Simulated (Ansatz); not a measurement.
# Ta: the cost of one run

Program: Ansatz 0.2.0. Level of theory: DFT PBE, scalar-relativistic, plane waves, PAW. These are calculated values, not measurements.

1 further run of the same task is left out (set aside as unsound or not needed).

**1. Starting point**

It takes space group Im-3m (No. 229, cubic). Conventional cell: a = 3.319 Å, b = 3.319 Å, c = 3.319 Å, α = 90.00°, β = 90.00°, γ = 90.00°. Ta (site symmetry m-3m) has 8 Ta at 2.87 Å as nearest neighbours.

As a file:

```xyz
1
Lattice="-1.6594 1.6594 1.6594 1.6594 -1.6594 1.6594 1.6594 1.6594 -1.6594" Properties=species:S:1:pos:R:3 pbc="T T T"
Ta    0.0000    0.0000    0.0000
```

This cell was relaxed beforehand with the same method: volume 18.28 Å³/atom, gap on the mesh none (metal).

**2. A bulk reference on a matched mesh**

To let mesh errors cancel, the bulk is computed in a cell built on the (001) plane.

Contents of input.yaml:

```yaml
crystal:
  lattice:
    - [3.3187896404, 0.0, 0.0]
    - [0.0, 3.3187896404, 0.0]
    - [0.0, 0.0, 3.3187896404]
  atoms:
    - { symbol: Ta, position: [0.0, 0.0, 0.0] }
    - { symbol: Ta, position: [0.5, 0.5, 0.5] }
basis:
  ecutwfc: 420
kpoints:
  mp_grid: { grid: [10, 10, 12] }
hamiltonian:
  xc: pbe
scf:
  occupations: { method: gaussian, width: 0.1 }
output:
  forces: true
  stress: true
  eigenvalues: true
```

Command:

```
$ ansatz run input.yaml --threads 4 --pin off --max-ram 11264MiB --backend cpu --events-out ev --progress --plain --runs-dir out
```

**Question.** How long does this run take on 4 threads of Intel Xeon at 2.50GHz (Skylake/Cascade Lake), shared host, and how much memory does it need?

About 5.8 s, with a peak of 0.39 GiB.
